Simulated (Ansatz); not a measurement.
Born–Oppenheimer molecular dynamics of a periodic cell of 16 atoms, Mo (start crystal Mo, start structure bcc, volume 1.15 times the crystal's). It goes on from the last frame of an earlier run, with new velocities.

These are results of DFT PBE-D3(BJ), scalar-relativistic, plane waves, PAW in Ansatz, not measurements. Settings: accuracy low, cutoff 420 eV, k mesh 2x2x2, fermi-dirac smearing 0.17 eV, no spin polarisation.

- ensemble: NPT, Langevin
- time step: 3 fs
- steps asked: 130
- set temperature: 1400 K
- friction: 0.01 /fs
- pressure: 20 GPa
- seed: 760303

Frames 3 fs apart, positions in Å, forces in eV/Å.

Velocities at 210.0 fs (Å/ps):

```
Mo 0.73 -0.52 3.78
Mo -4.05 -1.17 1.01
Mo -1.75 -0.90 3.04
Mo 1.39 -3.81 -2.37
Mo -0.82 -6.50 -1.82
Mo 0.10 -0.85 0.60
Mo 3.21 1.94 -1.89
Mo -3.19 1.70 3.71
Mo 0.84 -2.78 0.02
Mo -6.80 5.76 -2.05
Mo -1.65 -7.80 4.04
Mo 5.80 3.63 0.46
Mo -0.45 -1.16 3.40
Mo -4.75 0.49 -0.12
Mo 3.54 -5.94 1.25
Mo 1.42 -8.90 -5.45
```

```xyz
16
Lattice="6.2160 0.0228 -0.0047 0.0228 6.1583 -0.0856 -0.0047 -0.0856 6.4792" Properties=species:S:1:pos:R:3:forces:R:3 time_fs=210.0 energy_less_start_eV=-7.739 T=1385
Mo -0.005 -0.092 -0.353 -0.14 -1.46 -0.40
Mo 3.110 -0.107 -0.399 0.08 0.17 0.31
Mo -0.144 2.726 -0.240 0.62 4.07 -1.82
Mo -0.136 -0.068 2.860 1.52 -0.35 0.15
Mo 1.448 1.512 1.097 0.68 -1.09 3.29
Mo 2.989 2.984 -0.193 1.10 0.79 -2.20
Mo 3.091 -0.073 2.850 -0.51 -0.16 0.43
Mo 4.495 1.485 1.262 0.94 -0.68 0.83
Mo 0.066 3.006 2.895 -0.87 -0.23 -0.19
Mo 1.611 4.681 1.172 -1.41 -1.37 0.66
Mo 1.667 1.444 4.553 -1.69 -0.83 -1.00
Mo 3.067 2.998 3.050 0.95 -0.22 -1.75
Mo 4.640 4.531 1.158 0.49 0.21 1.06
Mo 4.676 1.321 4.495 -0.26 0.62 -0.08
Mo 1.619 4.507 4.388 -1.05 0.28 0.90
Mo 4.742 4.411 4.500 -0.44 0.25 -0.20
16
Lattice="6.2144 0.0254 -0.0003 0.0254 6.1671 -0.0888 -0.0003 -0.0888 6.4818" Properties=species:S:1:pos:R:3:forces:R:3 time_fs=213.0 energy_less_start_eV=-7.718 T=1264
Mo -0.005 -0.093 -0.343 -0.40 -1.50 -0.64
Mo 3.098 -0.107 -0.395 0.37 0.08 0.24
Mo -0.147 2.729 -0.234 0.67 3.95 -1.85
Mo -0.130 -0.078 2.852 1.44 -0.25 0.38
Mo 1.448 1.495 1.096 0.69 -0.63 3.34
Mo 2.989 2.987 -0.193 0.97 0.78 -2.10
Mo 3.100 -0.068 2.847 -0.66 -0.27 0.57
Mo 4.487 1.494 1.275 1.05 -0.77 0.68
Mo 0.074 2.998 2.896 -0.72 -0.26 -0.18
Mo 1.593 4.705 1.164 -1.09 -1.81 0.74
Mo 1.664 1.423 4.566 -1.63 -0.57 -1.17
Mo 3.087 3.012 3.052 0.59 -0.44 -1.81
Mo 4.641 4.536 1.173 0.38 0.25 0.84
Mo 4.665 1.322 4.499 -0.05 0.42 -0.01
Mo 1.633 4.495 4.395 -1.16 0.37 0.85
Mo 4.750 4.391 4.484 -0.42 0.65 0.11
16
Lattice="6.2128 0.0272 0.0046 0.0272 6.1759 -0.0919 0.0046 -0.0919 6.4829" Properties=species:S:1:pos:R:3:forces:R:3 time_fs=216.0 energy_less_start_eV=-7.679 T=1199
Mo -0.005 -0.092 -0.334 -0.65 -1.55 -0.84
Mo 3.086 -0.105 -0.390 0.62 -0.06 0.19
Mo -0.149 2.734 -0.230 0.71 3.83 -1.84
Mo -0.120 -0.084 2.844 1.32 -0.20 0.60
Mo 1.449 1.476 1.098 0.70 -0.13 3.31
Mo 2.988 2.990 -0.197 0.89 0.78 -1.93
Mo 3.107 -0.064 2.841 -0.78 -0.38 0.72
Mo 4.483 1.501 1.286 1.11 -0.83 0.52
Mo 0.085 2.990 2.897 -0.63 -0.26 -0.19
Mo 1.575 4.727 1.156 -0.75 -2.22 0.80
Mo 1.659 1.405 4.579 -1.56 -0.36 -1.33
Mo 3.105 3.023 3.053 0.27 -0.60 -1.87
Mo 4.644 4.541 1.190 0.24 0.26 0.59
Mo 4.655 1.324 4.502 0.15 0.26 0.05
Mo 1.643 4.483 4.402 -1.24 0.47 0.79
Mo 4.758 4.374 4.467 -0.39 1.00 0.43
16
Lattice="6.2103 0.0286 0.0094 0.0286 6.1832 -0.0939 0.0094 -0.0939 6.4827" Properties=species:S:1:pos:R:3:forces:R:3 time_fs=219.0 energy_less_start_eV=-7.623 T=1071
Mo -0.005 -0.090 -0.329 -0.89 -1.56 -0.99
Mo 3.075 -0.103 -0.388 0.81 -0.19 0.17
Mo -0.151 2.739 -0.225 0.71 3.69 -1.82
Mo -0.109 -0.090 2.839 1.16 -0.14 0.79
Mo 1.451 1.460 1.103 0.68 0.30 3.24
Mo 2.983 2.992 -0.204 0.86 0.79 -1.70
Mo 3.111 -0.059 2.836 -0.86 -0.50 0.85
Mo 4.477 1.506 1.298 1.19 -0.83 0.34
Mo 0.095 2.982 2.898 -0.55 -0.27 -0.20
Mo 1.554 4.745 1.151 -0.39 -2.58 0.83
Mo 1.651 1.388 4.593 -1.49 -0.18 -1.50
Mo 3.123 3.034 3.053 -0.06 -0.73 -1.95
Mo 4.647 4.548 1.207 0.10 0.22 0.33
Mo 4.639 1.328 4.502 0.40 0.11 0.14
Mo 1.652 4.472 4.408 -1.30 0.57 0.75
Mo 4.765 4.362 4.452 -0.36 1.29 0.70
16
Lattice="6.2075 0.0288 0.0135 0.0288 6.1898 -0.0963 0.0135 -0.0963 6.4810" Properties=species:S:1:pos:R:3:forces:R:3 time_fs=222.0 energy_less_start_eV=-7.573 T=982
Mo -0.005 -0.093 -0.328 -1.10 -1.44 -1.05
Mo 3.067 -0.101 -0.388 0.93 -0.32 0.21
Mo -0.156 2.746 -0.221 0.75 3.46 -1.76
Mo -0.098 -0.092 2.837 0.99 -0.13 0.92
Mo 1.455 1.445 1.111 0.59 0.70 3.08
Mo 2.976 2.995 -0.213 0.85 0.78 -1.47
Mo 3.113 -0.054 2.833 -0.93 -0.64 0.94
Mo 4.470 1.507 1.309 1.29 -0.77 0.13
Mo 0.103 2.973 2.898 -0.49 -0.25 -0.23
Mo 1.532 4.761 1.146 -0.04 -2.88 0.85
Mo 1.641 1.372 4.603 -1.45 0.00 -1.61
Mo 3.138 3.044 3.052 -0.36 -0.82 -2.02
Mo 4.648 4.558 1.222 -0.05 0.13 0.10
Mo 4.620 1.331 4.500 0.67 0.00 0.25
Mo 1.654 4.460 4.410 -1.29 0.66 0.73
Mo 4.773 4.351 4.439 -0.39 1.51 0.92
16
Lattice="6.2038 0.0283 0.0165 0.0283 6.1965 -0.0983 0.0165 -0.0983 6.4761" Properties=species:S:1:pos:R:3:forces:R:3 time_fs=225.0 energy_less_start_eV=-7.535 T=833
Mo -0.006 -0.100 -0.327 -1.27 -1.25 -1.08
Mo 3.060 -0.098 -0.390 1.00 -0.47 0.25
Mo -0.161 2.756 -0.218 0.81 3.18 -1.68
Mo -0.089 -0.088 2.835 0.84 -0.21 1.02
Mo 1.459 1.430 1.121 0.50 1.07 2.86
Mo 2.969 2.998 -0.220 0.82 0.77 -1.28
Mo 3.111 -0.051 2.831 -0.94 -0.75 1.00
Mo 4.463 1.508 1.319 1.37 -0.71 -0.08
Mo 0.111 2.960 2.897 -0.46 -0.16 -0.25
Mo 1.510 4.776 1.143 0.28 -3.16 0.85
Mo 1.631 1.357 4.606 -1.42 0.19 -1.65
Mo 3.150 3.054 3.047 -0.64 -0.90 -2.08
Mo 4.645 4.569 1.232 -0.15 0.03 -0.07
Mo 4.601 1.333 4.495 0.89 -0.07 0.38
Mo 1.651 4.449 4.410 -1.22 0.72 0.71
Mo 4.778 4.341 4.425 -0.41 1.70 1.11
16
Lattice="6.1989 0.0280 0.0183 0.0280 6.2036 -0.0992 0.0183 -0.0992 6.4684" Properties=species:S:1:pos:R:3:forces:R:3 time_fs=228.0 energy_less_start_eV=-7.487 T=902
Mo -0.008 -0.107 -0.327 -1.41 -1.04 -1.12
Mo 3.054 -0.095 -0.392 1.04 -0.60 0.30
Mo -0.163 2.767 -0.218 0.86 2.93 -1.59
Mo -0.082 -0.082 2.832 0.68 -0.34 1.12
Mo 1.464 1.420 1.131 0.40 1.37 2.63
Mo 2.965 2.999 -0.226 0.76 0.80 -1.11
Mo 3.107 -0.053 2.825 -0.93 -0.76 1.09
Mo 4.458 1.510 1.328 1.43 -0.67 -0.28
Mo 0.117 2.948 2.892 -0.42 -0.02 -0.24
Mo 1.485 4.791 1.143 0.60 -3.43 0.81
Mo 1.622 1.345 4.605 -1.40 0.34 -1.66
Mo 3.164 3.065 3.040 -0.98 -1.00 -2.13
Mo 4.638 4.582 1.242 -0.20 -0.10 -0.26
Mo 4.582 1.337 4.485 1.10 -0.15 0.52
Mo 1.646 4.441 4.411 -1.17 0.77 0.67
Mo 4.777 4.332 4.412 -0.37 1.91 1.27
16
Lattice="6.1938 0.0278 0.0194 0.0278 6.2109 -0.1002 0.0194 -0.1002 6.4591" Properties=species:S:1:pos:R:3:forces:R:3 time_fs=231.0 energy_less_start_eV=-7.423 T=853
Mo -0.011 -0.116 -0.327 -1.54 -0.79 -1.16
Mo 3.048 -0.091 -0.393 1.07 -0.73 0.33
Mo -0.162 2.777 -0.223 0.88 2.70 -1.46
Mo -0.075 -0.074 2.826 0.55 -0.46 1.26
Mo 1.471 1.412 1.141 0.31 1.60 2.39
Mo 2.963 2.998 -0.234 0.71 0.85 -0.94
Mo 3.105 -0.057 2.815 -0.98 -0.72 1.22
Mo 4.457 1.512 1.337 1.46 -0.61 -0.53
Mo 0.122 2.940 2.885 -0.36 0.07 -0.22
Mo 1.459 4.805 1.144 0.95 -3.67 0.75
Mo 1.613 1.336 4.605 -1.35 0.44 -1.71
Mo 3.176 3.079 3.030 -1.31 -1.14 -2.15
Mo 4.631 4.596 1.252 -0.25 -0.24 -0.48
Mo 4.565 1.341 4.473 1.26 -0.24 0.67
Mo 1.640 4.434 4.413 -1.10 0.82 0.60
Mo 4.775 4.323 4.400 -0.32 2.12 1.43
16
Lattice="6.1897 0.0285 0.0207 0.0285 6.2172 -0.1020 0.0207 -0.1020 6.4483" Properties=species:S:1:pos:R:3:forces:R:3 time_fs=234.0 energy_less_start_eV=-7.381 T=869
Mo -0.012 -0.129 -0.329 -1.65 -0.46 -1.16
Mo 3.046 -0.089 -0.390 1.05 -0.80 0.33
Mo -0.160 2.789 -0.229 0.89 2.42 -1.33
Mo -0.066 -0.066 2.819 0.42 -0.57 1.40
Mo 1.477 1.406 1.152 0.25 1.76 2.13
Mo 2.961 2.998 -0.241 0.68 0.87 -0.78
Mo 3.108 -0.062 2.808 -1.06 -0.64 1.33
Mo 4.460 1.515 1.348 1.43 -0.56 -0.82
Mo 0.126 2.933 2.876 -0.30 0.18 -0.19
Mo 1.435 4.816 1.146 1.29 -3.86 0.70
Mo 1.603 1.328 4.600 -1.25 0.52 -1.70
Mo 3.187 3.094 3.016 -1.62 -1.28 -2.12
Mo 4.623 4.610 1.260 -0.25 -0.38 -0.69
Mo 4.552 1.347 4.458 1.38 -0.35 0.84
Mo 1.633 4.429 4.415 -0.99 0.84 0.50
Mo 4.773 4.315 4.389 -0.27 2.33 1.56
16
Lattice="6.1853 0.0292 0.0224 0.0292 6.2215 -0.1040 0.0224 -0.1040 6.4371" Properties=species:S:1:pos:R:3:forces:R:3 time_fs=237.0 energy_less_start_eV=-7.345 T=970
Mo -0.013 -0.146 -0.333 -1.74 -0.08 -1.14
Mo 3.046 -0.087 -0.385 0.99 -0.81 0.29
Mo -0.158 2.805 -0.234 0.91 2.08 -1.22
Mo -0.057 -0.060 2.812 0.28 -0.68 1.54
Mo 1.484 1.399 1.164 0.19 1.91 1.82
Mo 2.961 2.997 -0.248 0.63 0.86 -0.64
Mo 3.116 -0.069 2.801 -1.21 -0.54 1.44
Mo 4.464 1.518 1.357 1.43 -0.53 -1.08
Mo 0.132 2.923 2.866 -0.29 0.33 -0.13
Mo 1.414 4.822 1.151 1.58 -4.03 0.64
Mo 1.593 1.322 4.589 -1.14 0.55 -1.60
Mo 3.198 3.107 3.003 -1.93 -1.42 -2.08
Mo 4.611 4.621 1.266 -0.16 -0.51 -0.87
Mo 4.540 1.354 4.444 1.51 -0.46 1.02
Mo 1.626 4.424 4.420 -0.86 0.84 0.36
Mo 4.769 4.307 4.380 -0.19 2.51 1.65
16
Lattice="6.1804 0.0302 0.0235 0.0302 6.2245 -0.1057 0.0235 -0.1057 6.4262" Properties=species:S:1:pos:R:3:forces:R:3 time_fs=240.0 energy_less_start_eV=-7.313 T=1137
Mo -0.013 -0.162 -0.335 -1.81 0.30 -1.11
Mo 3.045 -0.087 -0.379 0.93 -0.79 0.23
Mo -0.155 2.826 -0.241 0.93 1.68 -1.09
Mo -0.047 -0.060 2.806 0.14 -0.72 1.68
Mo 1.492 1.391 1.180 0.11 2.02 1.46
Mo 2.963 2.997 -0.255 0.54 0.82 -0.52
Mo 3.128 -0.076 2.794 -1.43 -0.43 1.61
Mo 4.467 1.519 1.363 1.48 -0.46 -1.31
Mo 0.141 2.909 2.856 -0.34 0.51 -0.04
Mo 1.393 4.823 1.159 1.89 -4.15 0.56
Mo 1.581 1.318 4.579 -1.00 0.54 -1.47
Mo 3.208 3.118 2.988 -2.21 -1.54 -2.00
Mo 4.599 4.632 1.270 -0.05 -0.70 -1.05
Mo 4.527 1.361 4.432 1.62 -0.56 1.19
Mo 1.619 4.420 4.429 -0.73 0.82 0.15
Mo 4.760 4.302 4.373 -0.07 2.65 1.71
16
Lattice="6.1753 0.0320 0.0245 0.0320 6.2276 -0.1069 0.0245 -0.1069 6.4145" Properties=species:S:1:pos:R:3:forces:R:3 time_fs=243.0 energy_less_start_eV=-7.298 T=1321
Mo -0.015 -0.175 -0.337 -1.84 0.65 -1.05
Mo 3.043 -0.088 -0.373 0.84 -0.69 0.18
Mo -0.149 2.851 -0.247 0.91 1.27 -0.97
Mo -0.036 -0.060 2.802 -0.02 -0.78 1.81
Mo 1.503 1.387 1.201 0.03 2.05 1.04
Mo 2.966 2.999 -0.262 0.46 0.74 -0.42
Mo 3.140 -0.083 2.784 -1.66 -0.31 1.80
Mo 4.473 1.518 1.367 1.50 -0.37 -1.54
Mo 0.149 2.894 2.845 -0.43 0.75 0.09
Mo 1.373 4.823 1.167 2.20 -4.22 0.47
Mo 1.564 1.314 4.568 -0.76 0.55 -1.31
Mo 3.217 3.126 2.970 -2.47 -1.63 -1.83
Mo 4.588 4.645 1.274 0.07 -0.90 -1.24
Mo 4.517 1.369 4.419 1.68 -0.62 1.35
Mo 1.609 4.416 4.440 -0.57 0.78 -0.11
Mo 4.748 4.303 4.367 0.06 2.72 1.72
```

Of the whole run (390 fs, mean temperature of the second half 1551 K): The conserved energy stayed within 0.77 meV per atom of its start (net change 0.12 meV per atom), so the integration is sound. The mean temperature of the second half is 11 % above the set value. A run of 0.39 ps of so small a system gives no equilibrium averages. Limits of this set-up: coarse k mesh, low accuracy level. The cell's volume went from 288 to 234 Å³.

Run time: 17 min on 2 threads of Arm Neoverse V1, with other jobs on the host, peak memory 1 GiB.
